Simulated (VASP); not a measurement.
# ZnCu (Pm-3m) in VASP: a series of runs

One crystal, ZnCu, is run at these levels: r2SCAN; tasks: single point.

Program: VASP 6.6.1. These are calculated values, not measurements. Logs are shortened: lines on timing, memory, paths and dates and some standing lists are left out, and cuts for length are marked.

## Step 1: Starting point

The structure is cubic, space group Pm-3m (No. 221). Conventional cell: a = 2.945 Å, b = 2.945 Å, c = 2.945 Å, α = 90.00°, β = 90.00°, γ = 90.00°. Zn (site symmetry m-3m) is surrounded by 8 Cu at 2.55 Å. Cu (site symmetry m-3m) has 8 Zn at 2.55 Å as nearest neighbours.

## Step 2: Single point, r2SCAN

INCAR

```
PREC     = Normal         # precision mode
ENCUT    = 400            # plane-wave cutoff, eV
EDIFF    = 1E-6           # SCF threshold, eV
ISMEAR   = -1             # smearing method
SIGMA    = 0.1            # smearing width, eV
LREAL    = False          # projectors in reciprocal space
LASPH    = True           # aspherical terms in the spheres
NELM     = 100            # most SCF steps
ALGO     = Normal         # electronic algorithm
ISIF     = 2              # what is computed and relaxed
LWAVE    = False          # write WAVECAR
LCHARG   = False          # write CHGCAR
METAGGA  = R2SCAN         # meta-GGA
LMIXTAU  = True         
NBANDS   = 18             # bands
ADDGRID  = False
```

KPOINTS

```
Automatic mesh
0
Gamma
  7 7 7
```

POSCAR

```
ZnCu
1.0
    2.9450000000      0.0000000000      0.0000000000
    0.0000000000      2.9450000000      0.0000000000
    0.0000000000      0.0000000000      2.9450000000
Zn Cu
1 1
Direct
    0.5000000000      0.5000000000      0.5000000000
    0.0000000000      0.0000000000      0.0000000000
```

Potentials or basis: VASP PAW PBE potentials, release 64 (Zn, Cu).

Started as:

```sh
cat potpaw_PBE.64/Zn/POTCAR potpaw_PBE.64/Cu/POTCAR > POTCAR
mpirun -np 1 vasp_std > vasp.out
```

OUTCAR:

```text
PREC = Normal
   ENCUT = 400
   EDIFF = 1E-6
   ISMEAR = -1
   LREAL = False
   LASPH = True
   NELM = 100
   ISIF = 2
   METAGGA = R2SCAN

 Found     20 irreducible k-points:

 Following reciprocal coordinates:
            Coordinates               Weight
  0.000000  0.000000  0.000000      1.000000
  0.142857  0.000000  0.000000      6.000000
  0.285714  0.000000  0.000000      6.000000
  0.428571  0.000000  0.000000      6.000000
  0.142857  0.142857  0.000000     12.000000
  0.285714  0.142857  0.000000     24.000000
   k-points           NKPTS =     20   k-points in BZ     NKDIM =     20   number of bands    NBANDS=     18
   number of dos      NEDOS =    301   number of ions     NIONS =      2
   total plane-waves  NPLWV =   2744
   dimension x,y,z NGX =    14 NGY =   14 NGZ =   14
   dimension x,y,z NGXF=    28 NGYF=   28 NGZF=   28
   ions per type =               1   1
   NGX,Y,Z   is equivalent  to a cutoff of   7.90,  7.90,  7.90 a.u.
   NGXF,Y,Z  is equivalent  to a cutoff of  15.81, 15.81, 15.81 a.u.
 SYSTEM =  unknown system
   PREC   = normal    normal or accurate (medium, high low for compatibility)
   ISTART =      0    job   : 0-new  1-cont  2-samecut
   ICHARG =      2    charge: 1-file 2-atom 10-const
   ISPIN  =      1    spin polarized calculation?
   LNONCOLLINEAR =      F non collinear calculations
   LSORBIT =      F    spin-orbit coupling
   LASPH  =      T    aspherical Exc in radial PAW
   ENCUT  =  400.0 eV  29.40 Ry    5.42 a.u.   4.80  4.80  4.80*2*pi/ulx,y,z
   NELM   =    100;   NELMIN=  2; NELMDL= -5     # of ELM steps
   EDIFF  = 0.1E-05   stopping-criterion for ELM
   LREAL  =      F    real-space projection
   EDIFFG = 0.1E-04   stopping-criterion for IOM
   NSW    =      0    number of steps for IOM
   IBRION =     -1    ionic relax: 0-MD 1-quasi-New 2-CG
   NFREE  =      0    steps in history (QN), initial steepest desc. (CG)
   ISIF   =      2    stress and relaxation
   ISYM   =      2    0-nonsym 1-usesym 2-fastsym
   POTIM  = 0.5000    time-step for ionic-motion
   TEBEG  =    0.0;   TEEND  =   0.0 temperature during run
   PSTRESS=    0.0 pullay stress
   NELECT =      23.0000    total number of electrons
   NUPDOWN=      -1.0000    fix difference up-down
   EMIN   =  10.00;   EMAX   =-10.00  energy-range for DOS
   EFERMI =   0.00;   METHOD = LEGACY
   ISMEAR =    -1;   SIGMA  =   0.10  broadening in eV -4-tet -1-fermi 0-gaus
   EFERMI_NEDOS =   21; number of points for ismear=-14 and -15
   IALGO  =     38    algorithm
   IMIX   =      4    mixing-type and parameters
     AMIX     =   0.40;   BMIX     =  1.00
     AMIX_MAG =   1.60;   BMIX_MAG =  1.00
  volume/ion in A,a.u.               =      12.77        86.18
  Fermi-wavevector in a.u.,A,eV,Ry     =   1.580880  2.987429 34.003415  2.499180
  Thomas-Fermi vector in A             =   2.681040
   LORBIT       =      0    0 simple, 1 ext, 2 COOP (PROOUT), +10 PAW based schemes
   METAGGA = R2SCAN    functional components
   LHFCALC =     F    Hartree Fock is set to
   AEXX    =    0.0000 exact exchange contribution
   IVDW    =     0    specifies the selected vdW correction
   LEPSILON=     F    determine dielectric tensor
   LRPA    =     F    only Hartree local field effects (RPA)
 non-spin polarized calculation
  energy-cutoff  :      400.00
  volume of cell :       25.54
 maximum number of plane-waves:       474
   NGX =  9   NGY =  9   NGZ =  9

 number of electron      22.9999855 magnetization

 Free energy of the ion-electron system (eV)
  ---------------------------------------------------
  ext. energy  EPLUGINS =         0.00000000
  ---------------------------------------------------
  free energy    TOTEN  =       -19.95453874 eV

  energy without entropy =      -19.94163553  energy(sigma->0) =      -19.94808714

 E-fermi :   5.5432     XC(G=0): -13.5234

 val. band max:        5.4933434946   @ k =   0.4286   0.2857   0.2857
 cond. band min:       5.5957769799   @ k =   0.2857   0.0000   0.0000
 fundamental gap:      0.1024334853
 Fermi energy:         5.5432154865

 k-point     1 :       0.0000    0.0000    0.0000
  band No.  band energies     occupation
      1      -5.3883      2.00000
      2      -2.7926      2.00000
      3      -2.7926      2.00000
      4      -2.0562      2.00000
      5      -2.0562      2.00000
      6      -2.0562      2.00000
[... 10 lines left out ...]
     17      18.5227      0.00000
     18      29.8223      0.00000

 k-point     2 :       0.1429    0.0000    0.0000
  band No.  band energies     occupation
      1      -5.0054      2.00000
      2      -2.7501      2.00000
      3      -2.7128      2.00000
      4      -2.0885      2.00000
      5      -2.0885      2.00000
      6      -2.0409      2.00000
[... 10 lines left out ...]
     17      21.1069      0.00000
     18      26.8903      0.00000

 k-point     3 :       0.2857    0.0000    0.0000
  band No.  band energies     occupation
      1      -3.9340      2.00000
      2      -2.6523      2.00000
      3      -2.4724      2.00000
      4      -2.1602      2.00000
      5      -2.1602      2.00000
      6      -2.0061      2.00000
[... 10 lines left out ...]
     17      23.1575      0.00000
     18      23.1575      0.00000

 k-point     4 :       0.4286    0.0000    0.0000
  band No.  band energies     occupation
      1      -2.9148      2.00000
      2      -2.5714      2.00000
      3      -2.2178      2.00000
      4      -2.2178      2.00000
      5      -1.9779      2.00000
      6      -1.5956      2.00000
[... 10 lines left out ...]
     17      19.6191      0.00000
     18      19.8809      0.00000

 k-point     5 :       0.1429    0.1429    0.0000
  band No.  band energies     occupation
      1      -4.6326      2.00000
      2      -2.6976      2.00000
      3      -2.6491      2.00000
      4      -2.1200      2.00000
      5      -2.1040      2.00000
      6      -2.0555      2.00000
[... 10 lines left out ...]
     17      21.8943      0.00000
     18      22.9322      0.00000

 k-point     6 :       0.2857    0.1429    0.0000
  band No.  band energies     occupation
      1      -3.6221      2.00000
      2      -2.6070      2.00000
      3      -2.4515      2.00000
      4      -2.1738      2.00000
      5      -2.1195      2.00000
      6      -2.0532      2.00000
[... 10 lines left out ...]
     17      21.9859      0.00000
     18      23.4454      0.00000

 [... further k-points ...]

------------------------ aborting loop because EDIFF is reached ----------------------------------------

  FORCE on cell =-STRESS in cart. coord.  units (eV):
  Direction    XX          YY          ZZ          XY          YZ          ZX
  --------------------------------------------------------------------------------------
  -------------------------------------------------------------------------------------
  Total       -0.6674603     -0.6674603     -0.6674603      0.0000000      0.0000000     -0.0000000
  in kB      -41.8677992    -41.8677992    -41.8677992      0.0000000      0.0000000     -0.0000000
  external PRESSURE =     -41.8677992 kB  Pullay stress =       0.0000000 kB

 VOLUME and BASIS-vectors are now :
 -----------------------------------------------------------------------------
  energy-cutoff  :      400.00
  volume of cell :       25.54
      direct lattice vectors                 reciprocal lattice vectors
     2.945000000  0.000000000  0.000000000     0.339558574  0.000000000  0.000000000
     0.000000000  2.945000000  0.000000000     0.000000000  0.339558574  0.000000000
     0.000000000  0.000000000  2.945000000     0.000000000  0.000000000  0.339558574

 POSITION                                       TOTAL-FORCE (eV/Angst)
 -----------------------------------------------------------------------------------
      1.47250      1.47250      1.47250         0.000000      0.000000      0.000000
      0.00000      0.00000      0.00000         0.000000      0.000000      0.000000
 -----------------------------------------------------------------------------------
    total drift:                                0.000000     -0.000000     -0.000000

  FREE ENERGIE OF THE ION-ELECTRON SYSTEM (eV)
  ---------------------------------------------------
  free  energy   TOTEN  =       -19.9545387425 eV

  energy  without entropy=      -19.9416355349  energy(sigma->0) =      -19.94808714
```

Run time: 24 s. Hardware: 1 thread of Intel Xeon Platinum 8259CL at 2.50GHz (Skylake/Cascade Lake), shared host; peak memory 0.11 GiB.

These settings aren't checked as converged: the numbers below hold their error.

What came out:

| Item | Value |
| --- | --- |
| Free energy | -19.9545 eV |
| Pressure | -4.2 GPa |
| Band gap on the k mesh | none (metal or under the smearing width) |

Caveat: the PAW data sets were made with another functional, which shifts forces and pressure a little.

## Step 3: Single point, r2SCAN

INCAR is that of step 2.

KPOINTS is that of step 2.

POSCAR

```
ZnCu
1.0
    2.9450000000      0.0000000000      0.0000000000
    0.0000000000      2.9450000000      0.0000000000
    0.0000000000      0.0000000000      2.9450000000
Zn Cu
1 1
Direct
    0.5128410000      0.4877280000      0.4845920000
   -0.0040920000      0.0326400000      0.0060300000
```

Potentials or basis: VASP PAW PBE potentials, release 64 (Zn, Cu).

Started as:

```sh
cat potpaw_PBE.64/Zn/POTCAR potpaw_PBE.64/Cu/POTCAR > POTCAR
mpirun -np 1 vasp_std > vasp.out
```

OUTCAR:

```text
PREC = Normal
   ENCUT = 400
   EDIFF = 1E-6
   ISMEAR = -1
   LREAL = False
   LASPH = True
   NELM = 100
   ISIF = 2
   METAGGA = R2SCAN

 Found    172 irreducible k-points:

 Following reciprocal coordinates:
            Coordinates               Weight
  0.000000  0.000000  0.000000      1.000000
  0.142857  0.000000  0.000000      2.000000
  0.000000  0.142857  0.000000      2.000000
  0.000000  0.000000  0.142857      2.000000
  0.285714  0.000000  0.000000      2.000000
  0.000000  0.285714  0.000000      2.000000
   k-points           NKPTS =    172   k-points in BZ     NKDIM =    172   number of bands    NBANDS=     18
   number of dos      NEDOS =    301   number of ions     NIONS =      2
   total plane-waves  NPLWV =   2744
   dimension x,y,z NGX =    14 NGY =   14 NGZ =   14
   dimension x,y,z NGXF=    28 NGYF=   28 NGZF=   28
   ions per type =               1   1
   NGX,Y,Z   is equivalent  to a cutoff of   7.90,  7.90,  7.90 a.u.
   NGXF,Y,Z  is equivalent  to a cutoff of  15.81, 15.81, 15.81 a.u.
 SYSTEM =  unknown system
   PREC   = normal    normal or accurate (medium, high low for compatibility)
   ISTART =      0    job   : 0-new  1-cont  2-samecut
   ICHARG =      2    charge: 1-file 2-atom 10-const
   ISPIN  =      1    spin polarized calculation?
   LNONCOLLINEAR =      F non collinear calculations
   LSORBIT =      F    spin-orbit coupling
   LASPH  =      T    aspherical Exc in radial PAW
   ENCUT  =  400.0 eV  29.40 Ry    5.42 a.u.   4.80  4.80  4.80*2*pi/ulx,y,z
   NELM   =    100;   NELMIN=  2; NELMDL= -5     # of ELM steps
   EDIFF  = 0.1E-05   stopping-criterion for ELM
   LREAL  =      F    real-space projection
   EDIFFG = 0.1E-04   stopping-criterion for IOM
   NSW    =      0    number of steps for IOM
   IBRION =     -1    ionic relax: 0-MD 1-quasi-New 2-CG
   NFREE  =      0    steps in history (QN), initial steepest desc. (CG)
   ISIF   =      2    stress and relaxation
   ISYM   =      2    0-nonsym 1-usesym 2-fastsym
   POTIM  = 0.5000    time-step for ionic-motion
   TEBEG  =    0.0;   TEEND  =   0.0 temperature during run
   PSTRESS=    0.0 pullay stress
   NELECT =      23.0000    total number of electrons
   NUPDOWN=      -1.0000    fix difference up-down
   EMIN   =  10.00;   EMAX   =-10.00  energy-range for DOS
   EFERMI =   0.00;   METHOD = LEGACY
   ISMEAR =    -1;   SIGMA  =   0.10  broadening in eV -4-tet -1-fermi 0-gaus
   EFERMI_NEDOS =   21; number of points for ismear=-14 and -15
   IALGO  =     38    algorithm
   IMIX   =      4    mixing-type and parameters
     AMIX     =   0.40;   BMIX     =  1.00
     AMIX_MAG =   1.60;   BMIX_MAG =  1.00
  volume/ion in A,a.u.               =      12.77        86.18
  Fermi-wavevector in a.u.,A,eV,Ry     =   1.580880  2.987429 34.003415  2.499180
  Thomas-Fermi vector in A             =   2.681040
   LORBIT       =      0    0 simple, 1 ext, 2 COOP (PROOUT), +10 PAW based schemes
   METAGGA = R2SCAN    functional components
   LHFCALC =     F    Hartree Fock is set to
   AEXX    =    0.0000 exact exchange contribution
   IVDW    =     0    specifies the selected vdW correction
   LEPSILON=     F    determine dielectric tensor
   LRPA    =     F    only Hartree local field effects (RPA)
 non-spin polarized calculation
  energy-cutoff  :      400.00
  volume of cell :       25.54
 maximum number of plane-waves:       474
   NGX =  9   NGY =  9   NGZ =  9

 number of electron      22.9999798 magnetization

 Free energy of the ion-electron system (eV)
  ---------------------------------------------------
  ext. energy  EPLUGINS =         0.00000000
  ---------------------------------------------------
  free energy    TOTEN  =       -19.90272777 eV

  energy without entropy =      -19.89002650  energy(sigma->0) =      -19.89637713

 E-fermi :   5.5431     XC(G=0): -13.5160

 val. band max:        5.5014561494   @ k =  -0.2857   0.4286   0.2857
 cond. band min:       5.5971304976   @ k =   0.2857   0.0000   0.0000
 fundamental gap:      0.0956743482
 Fermi energy:         5.5431059108

 k-point     1 :       0.0000    0.0000    0.0000
  band No.  band energies     occupation
      1      -5.3889      2.00000
      2      -2.8087      2.00000
      3      -2.7963      2.00000
      4      -2.0930      2.00000
      5      -2.0684      2.00000
      6      -2.0655      2.00000
[... 10 lines left out ...]
     17      18.4182      0.00000
     18      29.8701      0.00000

 k-point     2 :       0.1429    0.0000    0.0000
  band No.  band energies     occupation
      1      -5.0059      2.00000
      2      -2.7595      2.00000
      3      -2.7254      2.00000
      4      -2.1226      2.00000
      5      -2.1007      2.00000
      6      -2.0575      2.00000
[... 10 lines left out ...]
     17      21.0555      0.00000
     18      26.9030      0.00000

 k-point     3 :       0.0000    0.1429    0.0000
  band No.  band energies     occupation
      1      -5.0073      2.00000
      2      -2.7673      2.00000
      3      -2.7167      2.00000
      4      -2.1125      2.00000
      5      -2.1018      2.00000
      6      -2.0643      2.00000
[... 10 lines left out ...]
     17      20.9790      0.00000
     18      26.9097      0.00000

 k-point     4 :       0.0000    0.0000    0.1429
  band No.  band energies     occupation
      1      -5.0061      2.00000
      2      -2.7612      2.00000
      3      -2.7236      2.00000
      4      -2.1214      2.00000
      5      -2.1015      2.00000
      6      -2.0577      2.00000
[... 10 lines left out ...]
     17      21.0478      0.00000
     18      26.9048      0.00000

 k-point     5 :       0.2857    0.0000    0.0000
  band No.  band energies     occupation
      1      -3.9347      2.00000
      2      -2.6675      2.00000
      3      -2.4847      2.00000
      4      -2.1921      2.00000
      5      -2.1779      2.00000
      6      -2.0292      2.00000
[... 10 lines left out ...]
     17      23.1766      0.00000
     18      23.2821      0.00000

 k-point     6 :       0.0000    0.2857    0.0000
  band No.  band energies     occupation
      1      -3.9426      2.00000
      2      -2.6723      2.00000
      3      -2.4747      2.00000
      4      -2.1816      2.00000
      5      -2.1763      2.00000
      6      -2.0345      2.00000
[... 10 lines left out ...]
     17      23.1867      0.00000
     18      23.2151      0.00000

 [... further k-points ...]

------------------------ aborting loop because EDIFF is reached ----------------------------------------

  FORCE on cell =-STRESS in cart. coord.  units (eV):
  Direction    XX          YY          ZZ          XY          YZ          ZX
  --------------------------------------------------------------------------------------
  -------------------------------------------------------------------------------------
  Total       -0.2644201     -0.4102770     -0.2650609     -0.0939649      0.1309943     -0.0568975
  in kB      -16.5862880    -25.7354550    -16.6264799     -5.8941395      8.2168803     -3.5690139
  external PRESSURE =     -19.6494076 kB  Pullay stress =       0.0000000 kB

 VOLUME and BASIS-vectors are now :
 -----------------------------------------------------------------------------
  energy-cutoff  :      400.00
  volume of cell :       25.54
      direct lattice vectors                 reciprocal lattice vectors
     2.945000000  0.000000000  0.000000000     0.339558574  0.000000000  0.000000000
     0.000000000  2.945000000  0.000000000     0.000000000  0.339558574  0.000000000
     0.000000000  0.000000000  2.945000000     0.000000000  0.000000000  0.339558574

 POSITION                                       TOTAL-FORCE (eV/Angst)
 -----------------------------------------------------------------------------------
      1.51032      1.43636      1.42712        -0.182350      0.593153      0.257276
      2.93295      0.09612      0.01776         0.182350     -0.593153     -0.257276
 -----------------------------------------------------------------------------------
    total drift:                                0.035010     -0.148999      0.025228

  FREE ENERGIE OF THE ION-ELECTRON SYSTEM (eV)
  ---------------------------------------------------
  free  energy   TOTEN  =       -19.9027277708 eV

  energy  without entropy=      -19.8900264975  energy(sigma->0) =      -19.89637713
```

Run time: 73 s. Hardware: 1 thread of Intel Xeon Platinum 8259CL at 2.50GHz (Skylake/Cascade Lake), shared host; peak memory 0.15 GiB.

These settings aren't checked as converged: the numbers below hold their error.

What came out:

```yaml
Free_energy: -19.9027 eV
Pressure: -2.0 GPa
Largest_force: 0.672 eV/Å
Band_gap_on_the_k_mesh: none (metal or under the smearing width)
```

Caveat: the PAW data sets were made with another functional, which shifts forces and pressure a little.

## Step 4: Single point, r2SCAN

INCAR: that of step 3 with these lines changed.

```diff
@@ -1,2 +1,2 @@
-PREC     = Normal         # precision mode
+PREC     = Accurate       # precision mode
 ENCUT    = 400            # plane-wave cutoff, eV
@@ -5,3 +5,3 @@
 SIGMA    = 0.1            # smearing width, eV
-LREAL    = False          # projectors in reciprocal space
+LREAL    = Auto         
 LASPH    = True           # aspherical terms in the spheres
```

KPOINTS is that of step 3.

POSCAR

```
ZnCu
1.0
    2.9450000000      0.0000000000      0.0000000000
    0.0000000000      2.9450000000      0.0000000000
    0.0000000000      0.0000000000      2.9450000000
Zn Cu
1 1
Direct
    0.5000000000      0.5000000000      0.5000000000
    0.0000000000      0.0000000000      0.0000000000
```

Started as:

```sh
cat potpaw_PBE.64/Zn/POTCAR potpaw_PBE.64/Cu/POTCAR > POTCAR
mpirun -np 1 vasp_std > vasp.out
```

Wall time 55 s (1 thread of Intel Xeon Platinum 8259CL at 2.50GHz (Skylake/Cascade Lake), shared host); peak memory 0.13 GiB.

These settings aren't checked as converged: the numbers below hold their error.

Results:

| Quantity | Value |
| --- | --- |
| Free energy | -19.9633 eV |
| Pressure | -3.7 GPa |
| Band gap on the k mesh | none (metal or under the smearing width) |

Caveat: the PAW data sets were made with another functional, which shifts forces and pressure a little.
